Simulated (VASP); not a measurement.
# W2C3 (P6_3/mmc) in VASP: a series of runs

The runs below take W2C3 through single point, with PBE.

All numbers are computed with VASP 6.6.1; they aren't measurements. Logs are shortened: lines on timing, memory, paths and dates and some standing lists are left out, and cuts for length are marked.

### 1 The crystal as given

It takes space group P6_3/mmc (No. 194, hexagonal). Conventional cell: a = 2.778 Å, b = 2.778 Å, c = 14.257 Å, α = 90.00°, β = 90.00°, γ = 120.00°. W (site symmetry 3m) has 4 C at 2.16 to 2.32 Å as nearest neighbours. C (site symmetry -6m2) has 6 W at 2.16 Å as nearest neighbours. C (site symmetry 3m) has 3 C at 1.66 Å as nearest neighbours.

The cell was built by a generator and needn't be a form met in nature.

### 2 Single point, PBE

Input file INCAR:

```
SYSTEM = W2C3
ALGO     = Fast           ! electronic algorithm
EDIFF    = 1E-5           ! SCF threshold, eV
ENCUT    = 520            ! plane-wave cutoff, eV
GGA      = PE             ! functional
ISIF     = 2              ! what is computed and relaxed
ISMEAR   = 0              ! smearing method
LASPH    = .TRUE.         ! aspherical terms in the spheres
LCHARG   = .FALSE.        ! write CHGCAR
LREAL    = Auto         
LWAVE    = .FALSE.        ! write WAVECAR
NBANDS   = 51             ! bands
NELM     = 80             ! most SCF steps
PREC     = Normal         ! precision mode
SIGMA    = 0.15           ! smearing width, eV
```

Input file KPOINTS:

```
k-points
0
G
  9 9 2
  0 0 0
```

Input file POSCAR:

```
W2C3
1.0
    2.7782530000      0.0000000000      0.0000000000
   -1.3891270000      2.4060380000      0.0000000000
    0.0000000000      0.0000000000     14.2571700000
W C
4 6
Direct
    0.3333330000      0.6666670000      0.1483600000
    0.6666670000      0.3333330000      0.6483600000
    0.3333330000      0.6666670000      0.3516400000
    0.6666670000      0.3333330000      0.8516400000
    0.0000000000      0.0000000000      0.2500000000
    0.0000000000      0.0000000000      0.7500000000
    0.3333330000      0.6666670000      0.9856290000
    0.6666670000      0.3333330000      0.4856290000
    0.3333330000      0.6666670000      0.5143710000
    0.6666670000      0.3333330000      0.0143710000
```

Potentials or basis: VASP PAW PBE potentials, release 64 (W_sv, C).

On the command line:

```sh
$ cat potpaw_PBE.64/W_sv/POTCAR potpaw_PBE.64/C/POTCAR > POTCAR
$ mpirun -np 1 vasp_std > vasp.out
```

OUTCAR:

```text
SYSTEM = W2C3
   EDIFF = 1E-5
   ENCUT = 520
   GGA = PE
   ISIF = 2
   ISMEAR = 0
   LASPH = .TRUE.
   LREAL = Auto
   NELM = 80
   PREC = Normal

 ion  position               nearest neighbor table
   1  0.333  0.667  0.148-   5 2.16   5 2.16   5 2.16   7 2.32  10 2.49  10 2.49  10 2.49   3 2.90

   2  0.667  0.333  0.648-   6 2.16   6 2.16   6 2.16   8 2.32   9 2.49   9 2.49   9 2.49   4 2.90

   3  0.333  0.667  0.352-   5 2.16   5 2.16   5 2.16   9 2.32   8 2.49   8 2.49   8 2.49   1 2.90

   4  0.667  0.333  0.852-   6 2.16   6 2.16   6 2.16  10 2.32   7 2.49   7 2.49   7 2.49   2 2.90

   5  0.000  0.000  0.250-   1 2.16   3 2.16   1 2.16   3 2.16   1 2.16   3 2.16
   6  0.000  0.000  0.750-   2 2.16   4 2.16   2 2.16   4 2.16   2 2.16   4 2.16
   7  0.333  0.667  0.986-  10 1.66  10 1.66  10 1.66   1 2.32   4 2.49   4 2.49   4 2.49
   8  0.667  0.333  0.486-   9 1.66   9 1.66   9 1.66   2 2.32   3 2.49   3 2.49   3 2.49
   9  0.333  0.667  0.514-   8 1.66   8 1.66   8 1.66   3 2.32   2 2.49   2 2.49   2 2.49
  10  0.667  0.333  0.014-   7 1.66   7 1.66   7 1.66   4 2.32   1 2.49   1 2.49   1 2.49

  LATTYP: Found a hexagonal cell.
 ALAT       =     2.7782530000
 C/A-ratio  =     5.1317032682

  Lattice vectors:

 A1 = (   2.7782530000,   0.0000000000,   0.0000000000)
 A2 = (  -1.3891270000,   2.4060380000,   0.0000000000)
 A3 = (   0.0000000000,   0.0000000000,  14.2571700000)

Analysis of symmetry for initial positions (statically):
=====================================================================
 Subroutine PRICEL returns:
 Original cell was already a primitive cell.

 Routine SETGRP: Setting up the symmetry group for a
 hexagonal supercell.

 Subroutine GETGRP returns: Found 24 space group operations
 (whereof 12 operations were pure point group operations)
 out of a pool of 24 trial point group operations.

The static configuration has the point symmetry D_3d.
 The point group associated with its full space group is D_6h.

Analysis of symmetry for dynamics (positions and initial velocities):
=====================================================================
 Subroutine PRICEL returns:
 Original cell was already a primitive cell.

 Routine SETGRP: Setting up the symmetry group for a
 hexagonal supercell.

 Subroutine GETGRP returns: Found 24 space group operations
 (whereof 12 operations were pure point group operations)
 out of a pool of 24 trial point group operations.

The dynamic configuration has the point symmetry D_3d.
 The point group associated with its full space group is D_6h.

 Subroutine INISYM returns: Found 24 space group operations
 (whereof 12 operations are pure point group operations),
 and found     1 'primitive' translations

----------------------------------------------------------------------------------------

                                     Primitive cell

  volume of cell :      95.3032

  direct lattice vectors                    reciprocal lattice vectors
     2.778253000  0.000000000  0.000000000     0.359938422  0.207810592  0.000000000
    -1.389127000  2.406038000  0.000000000     0.000000000  0.415621033  0.000000000
     0.000000000  0.000000000 14.257170000     0.000000000  0.000000000  0.070140147

  length of vectors
     2.778253000  2.778253530 14.257170000     0.415621113  0.415621033  0.070140147

  position of ions in fractional coordinates (direct lattice)
     0.333333000  0.666667000  0.148360000
     0.666667000  0.333333000  0.648360000
     0.333333000  0.666667000  0.351640000
     0.666667000  0.333333000  0.851640000
     0.000000000  0.000000000  0.250000000
     0.000000000  0.000000000  0.750000000
     0.333333000  0.666667000  0.985629000
     0.666667000  0.333333000  0.485629000
     0.333333000  0.666667000  0.514371000
     0.666667000  0.333333000  0.014371000

  ion indices of the primitive-cell ions
   primitive index   ion index
                 1           1
                 2           2
                 3           3
                 4           4
                 5           5
                 6           6
                 7           7
                 8           8
                 9           9
                10          10

----------------------------------------------------------------------------------------

 KPOINTS: k-points

Automatic generation of k-mesh.
 Grid dimensions read from file:
 generate k-points for:    9    9    2

 Generating k-lattice:

  Cartesian coordinates                     Fractional coordinates (reciprocal lattice)
     0.039993158  0.023090066  0.000000000     0.111111111  0.000000000  0.000000000
     0.000000000  0.046180115  0.000000000     0.000000000  0.111111111  0.000000000
     0.000000000  0.000000000  0.035070074     0.000000000  0.000000000  0.500000000

  Length of vectors
     0.046180124  0.046180115  0.035070074

  Shift w.r.t. Gamma in fractional coordinates (k-lattice)
     0.000000000  0.000000000  0.000000000

 Subroutine IBZKPT returns following result:
 ===========================================

 Found     24 irreducible k-points:

 Following reciprocal coordinates:
            Coordinates               Weight
  0.000000  0.000000  0.000000      1.000000
  0.111111 -0.000000  0.000000      6.000000
  0.222222 -0.000000  0.000000      6.000000
  0.333333 -0.000000  0.000000      6.000000
  0.444444 -0.000000  0.000000      6.000000
  0.111111  0.111111  0.000000      6.000000
[... 16 lines left out ...]
  0.333333  0.222222  0.500000     12.000000
  0.333333  0.333333  0.500000      2.000000
   k-points           NKPTS =     24   k-points in BZ     NKDIM =     24   number of bands    NBANDS=     51
   number of dos      NEDOS =    301   number of ions     NIONS =     10
   total plane-waves  NPLWV =  20480
   dimension x,y,z NGX =    16 NGY =   16 NGZ =   80
   dimension x,y,z NGXF=    32 NGYF=   32 NGZF=  160
   ions per type =               4   6
   NGX,Y,Z   is equivalent  to a cutoff of   9.57,  9.57,  9.33 a.u.
   NGXF,Y,Z  is equivalent  to a cutoff of  19.15, 19.15, 18.66 a.u.
 SYSTEM =  W2C3
   PREC   = normal    normal or accurate (medium, high low for compatibility)
   ISTART =      0    job   : 0-new  1-cont  2-samecut
   ICHARG =      2    charge: 1-file 2-atom 10-const
   ISPIN  =      1    spin polarized calculation?
   LNONCOLLINEAR =      F non collinear calculations
   LSORBIT =      F    spin-orbit coupling
   LASPH  =      T    aspherical Exc in radial PAW
   ENCUT  =  520.0 eV  38.22 Ry    6.18 a.u.   5.17  5.17 26.51*2*pi/ulx,y,z
   NELM   =     80;   NELMIN=  2; NELMDL= -5     # of ELM steps
   EDIFF  = 0.1E-04   stopping-criterion for ELM
   LREAL  =      T    real-space projection
   EDIFFG = 0.1E-03   stopping-criterion for IOM
   NSW    =      0    number of steps for IOM
   IBRION =     -1    ionic relax: 0-MD 1-quasi-New 2-CG
   NFREE  =      0    steps in history (QN), initial steepest desc. (CG)
   ISIF   =      2    stress and relaxation
   ISYM   =      2    0-nonsym 1-usesym 2-fastsym
   POTIM  = 0.5000    time-step for ionic-motion
   TEBEG  =    0.0;   TEEND  =   0.0 temperature during run
   PSTRESS=    0.0 pullay stress
   NELECT =      80.0000    total number of electrons
   NUPDOWN=      -1.0000    fix difference up-down
   EMIN   =  10.00;   EMAX   =-10.00  energy-range for DOS
   EFERMI =   0.00;   METHOD = LEGACY
   ISMEAR =     0;   SIGMA  =   0.15  broadening in eV -4-tet -1-fermi 0-gaus
   EFERMI_NEDOS =   21; number of points for ismear=-14 and -15
   IALGO  =     68    algorithm
   IMIX   =      4    mixing-type and parameters
     AMIX     =   0.40;   BMIX     =  1.00
     AMIX_MAG =   1.60;   BMIX_MAG =  1.00
  volume/ion in A,a.u.               =       9.53        64.31
  Fermi-wavevector in a.u.,A,eV,Ry     =   1.544314  2.918330 32.448615  2.384906
  Thomas-Fermi vector in A             =   2.649853
   LORBIT       =      0    0 simple, 1 ext, 2 COOP (PROOUT), +10 PAW based schemes
   GGA     = PE    functional components
   LHFCALC =     F    Hartree Fock is set to
   AEXX    =    0.0000 exact exchange contribution
   IVDW    =     0    specifies the selected vdW correction
   LEPSILON=     F    determine dielectric tensor
   LRPA    =     F    only Hartree local field effects (RPA)
 non-spin polarized calculation
 RMM-DIIS sequential band-by-band and
 Gauss-broadening in eV      SIGMA  =   0.15
  energy-cutoff  :      520.00
  volume of cell :       95.30
 maximum number of plane-waves:      2585
   NGX = 11   NGY = 11   NGZ = 53

 number of electron      80.0000024 magnetization

 Free energy of the ion-electron system (eV)
  ---------------------------------------------------
  ext. energy  EPLUGINS =         0.00000000
  ---------------------------------------------------
  free energy    TOTEN  =      -100.34414878 eV

  energy without entropy =     -100.26802392  energy(sigma->0) =     -100.30608635

 E-fermi :  12.2290     XC(G=0): -13.6904

 val. band max:       12.2247920274   @ k =   0.0000   0.0000   0.0000
 cond. band min:      12.2391057492   @ k =   0.3333  -0.0000   0.5000
 fundamental gap:      0.0143137217
 Fermi energy:        12.2290445876

 k-point     1 :       0.0000    0.0000    0.0000
  band No.  band energies     occupation
      1     -62.4431      2.00000
      2     -62.4431      2.00000
      3     -62.4271      2.00000
      4     -62.4270      2.00000
      5     -27.1874      2.00000
      6     -27.1745      2.00000
[... 43 lines left out ...]
     50      15.3269      0.00000
     51      15.4878      0.00000

 k-point     2 :       0.1111   -0.0000    0.0000
  band No.  band energies     occupation
      1     -62.4312      2.00000
      2     -62.4311      2.00000
      3     -62.4153      2.00000
      4     -62.4152      2.00000
      5     -27.1610      2.00000
      6     -27.1489      2.00000
[... 1180 lines left out ...]
 k-point    24 :       0.3333    0.3333    0.5000
  band No.  band energies     occupation
      1     -62.3277      2.00000
      2     -62.3277      2.00000
      3     -62.3126      2.00000
      4     -62.3125      2.00000
      5     -26.9364      2.00000
      6     -26.9364      2.00000
[... 43 lines left out ...]
     50      16.2649      0.00000
     51      18.1064      0.00000

------------------------ aborting loop because EDIFF is reached ----------------------------------------

  FORCE on cell =-STRESS in cart. coord.  units (eV):
  Direction    XX          YY          ZZ          XY          YZ          ZX
  --------------------------------------------------------------------------------------
  -------------------------------------------------------------------------------------
  Total        0.0832340      0.0832340      0.6942783     -0.0000000     -0.0000000      0.0000000
  in kB        1.3992768      1.3992771     11.6717668     -0.0000003     -0.0000000      0.0000000
  external PRESSURE =       4.8234402 kB  Pullay stress =       0.0000000 kB

 VOLUME and BASIS-vectors are now :
 -----------------------------------------------------------------------------
  energy-cutoff  :      520.00
  volume of cell :       95.30
      direct lattice vectors                 reciprocal lattice vectors
     2.778253000  0.000000000  0.000000000     0.359938422  0.207810592  0.000000000
    -1.389127000  2.406038000  0.000000000     0.000000000  0.415621033  0.000000000
     0.000000000  0.000000000 14.257170000     0.000000000  0.000000000  0.070140147

 POSITION                                       TOTAL-FORCE (eV/Angst)
 -----------------------------------------------------------------------------------
     -0.00000      1.60403      2.11519         0.000000      0.000000      0.114224
      1.38913      0.80201      9.24378        -0.000000     -0.000000      0.114224
     -0.00000      1.60403      5.01339         0.000000      0.000000     -0.114224
      1.38913      0.80201     12.14198        -0.000000     -0.000000     -0.114224
      0.00000      0.00000      3.56429         0.000000     -0.000000     -0.000000
      0.00000      0.00000     10.69288         0.000000      0.000000     -0.000000
     -0.00000      1.60403     14.05228        -0.000000     -0.000000      0.094095
      1.38913      0.80201      6.92370         0.000000     -0.000000      0.094095
     -0.00000      1.60403      7.33347        -0.000000     -0.000000     -0.094095
      1.38913      0.80201      0.20489         0.000000     -0.000000     -0.094095
 -----------------------------------------------------------------------------------
    total drift:                               -0.001333      0.000947     -0.000071

  FREE ENERGIE OF THE ION-ELECTRON SYSTEM (eV)
  ---------------------------------------------------
  free  energy   TOTEN  =      -100.3441487823 eV

  energy  without entropy=     -100.2680239241  energy(sigma->0) =     -100.30608635
```

Wall time 64 s (1 thread of Intel Xeon Platinum 8488C (Sapphire Rapids), shared host); peak memory 0.19 GiB.

Results:

* Free energy: -100.3441 eV
* Pressure: 0.5 GPa
* Largest force: 0.114 eV/Å
* Band gap on the k mesh: none (metal or under the smearing width)

Forces on the atoms (eV/Å):
```
W    0.000  0.000  0.114
W    0.000  0.000  0.114
W    0.000  0.000 -0.114
W    0.000  0.000 -0.114
C    0.000  0.000  0.000
C    0.000  0.000  0.000
C    0.000  0.000  0.094
C    0.000  0.000  0.094
C    0.000  0.000 -0.094
C    0.000  0.000 -0.094
```

Spin-orbit coupling is left out, which matters for the levels of W.

(Part 1 of 3 ends here.)
